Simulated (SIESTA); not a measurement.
# MnF2 (P4_2/mnm) in SIESTA: a series of runs, part 2 of 2

SIESTA 5.4.2.

## 4. Band structure, PBEsol, collinear spin, ferromagnetic start

MnF2.fdf reads:

```
SystemName                      MnF2
SystemLabel                     MnF2
NumberOfSpecies                 2
NumberOfAtoms                   6
%block ChemicalSpeciesLabel
  1  25 Mn
  2   9 F
%endblock ChemicalSpeciesLabel

LatticeConstant                 1.0 Ang
%block LatticeVectors
     4.8738000000     0.0000000000     0.0000000000
     0.0000000000     4.8738000000     0.0000000000
     0.0000000000     0.0000000000     3.3107000000
%endblock LatticeVectors
AtomicCoordinatesFormat         Fractional
%block AtomicCoordinatesAndAtomicSpecies
     0.5000000000     0.5000000000     0.5000000000  1  Mn
     0.0000000000     0.0000000000     0.0000000000  1  Mn
     0.8053000000     0.1947000000     0.5000000000  2  F
     0.6947000000     0.6947000000     0.0000000000  2  F
     0.1947000000     0.8053000000     0.5000000000  2  F
     0.3053000000     0.3053000000     0.0000000000  2  F
%endblock AtomicCoordinatesAndAtomicSpecies

%block kgrid.MonkhorstPack
    6   0   0  0.0
    0   6   0  0.0
    0   0   8  0.0
%endblock kgrid.MonkhorstPack
XC.Functional                   GGA
XC.Authors                      PBEsol
PAO.BasisSize                   DZP
PAO.EnergyShift                 0.003 Ry
Mesh.Cutoff                     800 Ry
Spin                            polarized
%block DM.InitSpin
    1   4.000
    2   4.000
    3   0.000
    4   0.000
    5   0.000
    6   0.000
%endblock DM.InitSpin
OccupationFunction              FD
ElectronicTemperature           0.05 eV
MaxSCFIterations                200
SCF.MustConverge                false
SCF.Mixer.Method                Pulay
SCF.Mixer.Weight                0.1
SCF.Mixer.History               10
SCF.DM.Tolerance                5.0e-05
SCF.H.Tolerance                 1.0e-03 eV
WriteForces                     true
Charge.Mulliken                 end
BandLinesScale                  ReciprocalLatticeVectors
%block BandLines
    1    0.000000   0.000000   0.000000  \Gamma
    7    0.000000   0.500000   0.000000  X
    7    0.500000   0.500000   0.000000  M
   10    0.000000   0.000000   0.000000  \Gamma
   10    0.000000   0.000000   0.500000  Z
    7    0.000000   0.500000   0.500000  R
    7    0.500000   0.500000   0.500000  A
   10    0.000000   0.000000   0.500000  Z
    1    0.000000   0.500000   0.000000  X
   10    0.000000   0.500000   0.500000  R
    1    0.500000   0.500000   0.000000  M
   10    0.500000   0.500000   0.500000  A
%endblock BandLines
%block PAO.Basis
  Mn 5
  n=3 0 2
    2.738 0.000
  n=4 0 2
    7.595 0.000
  n=3 1 2
    3.070 0.000
  n=4 1 1
    7.595
  n=3 2 2
    5.098 0.000
%endblock PAO.Basis
```

Potentials or basis: PseudoDojo 0.4 standard (PBEsol files), DZP (energy shift 0.003 Ry; two zetas on semicore shells).

Started as:

```console
> siesta < MnF2.fdf > MnF2.out 2>&1
```

Run time: 1.7 min. Hardware: 1 thread of Arm Neoverse V2, shared host; peak memory 0.4 GiB.

It converged, with:

| Quantity | Value |
| --- | --- |
| Free energy | -8596.3847 eV |
| Pressure | -0.7 GPa |
| Largest force | 0.032 eV/Å |
| Band gap on the k mesh | 1.28 eV, direct |
| Band gap along the path | 1.28 eV, direct |
| Net moment | 10.00 μB per cell |
| Site moments | Mn +4.86; F +0.07 μB |

Forces in eV/Å, atoms in the order of the input:
```
Mn   0.000  0.000  0.000
Mn   0.000  0.000  0.000
F    0.023 -0.023  0.000
F   -0.023 -0.023  0.000
F   -0.023  0.023  0.000
F    0.023  0.023  0.000
```

Stress tensor (GPa, compression positive):
```
-0.81  0.00  0.00
 0.00 -0.81  0.00
 0.00  0.00 -0.43
```

Levels at the corners of the path, in eV from the valence-band top:
Spin up:
| point | band 32 | band 33 | band 34 | band 35 | band 36 | band 37 |
| --- | --- | --- | --- | --- | --- | --- |
| Γ | -0.55 | -0.55 | 0.00 | 1.28 | 6.61 | 6.61 |
| X | -0.82 | -0.68 | -0.68 | 3.62 | 3.62 | 8.16 |
| M | -1.13 | -0.55 | -0.55 | 5.25 | 5.25 | 5.56 |
| Γ | -0.55 | -0.55 | 0.00 | 1.28 | 6.61 | 6.61 |
| Z | -1.25 | -1.02 | -1.02 | 5.97 | 5.97 | 9.76 |
| R | -1.68 | -0.32 | -0.32 | 6.93 | 6.93 | 7.35 |
| A | -1.28 | -0.84 | -0.84 | 7.42 | 7.42 | 8.12 |
| Z | -1.25 | -1.02 | -1.02 | 5.97 | 5.97 | 9.76 |
| X | -0.82 | -0.68 | -0.68 | 3.62 | 3.62 | 8.16 |
| R | -1.68 | -0.32 | -0.32 | 6.93 | 6.93 | 7.35 |
| M | -1.13 | -0.55 | -0.55 | 5.25 | 5.25 | 5.56 |
| A | -1.28 | -0.84 | -0.84 | 7.42 | 7.42 | 8.12 |
Spin down:
```
point  band 21  band 22  band 23  band 24  band 25  band 26  band 27  band 28
    Γ    -4.94    -4.50    -4.50    -4.19     1.77     1.87     2.22     2.28
    X    -5.34    -5.34    -4.52    -4.52     2.02     2.02     2.40     2.40
    M    -4.98    -4.98    -4.85    -4.85     1.86     1.86     2.30     2.30
    Γ    -4.94    -4.50    -4.50    -4.19     1.77     1.87     2.22     2.28
    Z    -5.09    -5.09    -4.90    -4.90     2.28     2.28     2.32     2.32
    R    -4.97    -4.97    -4.69    -4.69     1.97     1.97     2.37     2.37
    A    -4.67    -4.67    -4.61    -4.61     2.21     2.21     2.30     2.30
    Z    -5.09    -5.09    -4.90    -4.90     2.28     2.28     2.32     2.32
    X    -5.34    -5.34    -4.52    -4.52     2.02     2.02     2.40     2.40
    R    -4.97    -4.97    -4.69    -4.69     1.97     1.97     2.37     2.37
    M    -4.98    -4.98    -4.85    -4.85     1.86     1.86     2.30     2.30
    A    -4.67    -4.67    -4.61    -4.61     2.21     2.21     2.30     2.30
```

Caveat: short orbitals over semicore shells can move pressures by several GPa; the basis of atomic orbitals isn't converged, which shifts pressures, moduli and gaps; only a ferromagnetic start was run, and an antiferromagnetic order may lie lower in energy.

## 5. The runs side by side

| level | potentials or basis | gap on the mesh (eV) | pressure (GPa) | moment (μB) | largest force (eV/Å) |
| --- | --- | --- | --- | --- | --- |
| PBE | PseudoDojo 0.4 standard (PBE files), DZP (energy shift 0.003 Ry; two zetas on semicore shells) | 1.50 | 3.9 | 10.00 | 0.01 |
| LDA | PseudoDojo 0.4 standard (LDA files), DZP (energy shift 0.003 Ry; two zetas on semicore shells) | 1.12 | -5.7 | 10.00 | 0.06 |
| PBEsol | PseudoDojo 0.4 standard (PBEsol files), DZP (energy shift 0.003 Ry; two zetas on semicore shells) | 1.28 | -0.7 | 10.00 | 0.03 |

Alike in all rows: task band structure; spin collinear, ferromagnetic start; cell as given; k mesh 6 × 6 × 8; smearing fermi-dirac 0.05 eV; grid cutoff 800 Ry; energy shift 0.003 Ry.

Caveats: short orbitals over semicore shells can move pressures by several GPa; the basis of atomic orbitals isn't converged, which shifts pressures, moduli and gaps; only a ferromagnetic start was run, and an antiferromagnetic order may lie lower in energy.

Absolute energies hang on the potentials; compare differences alone.
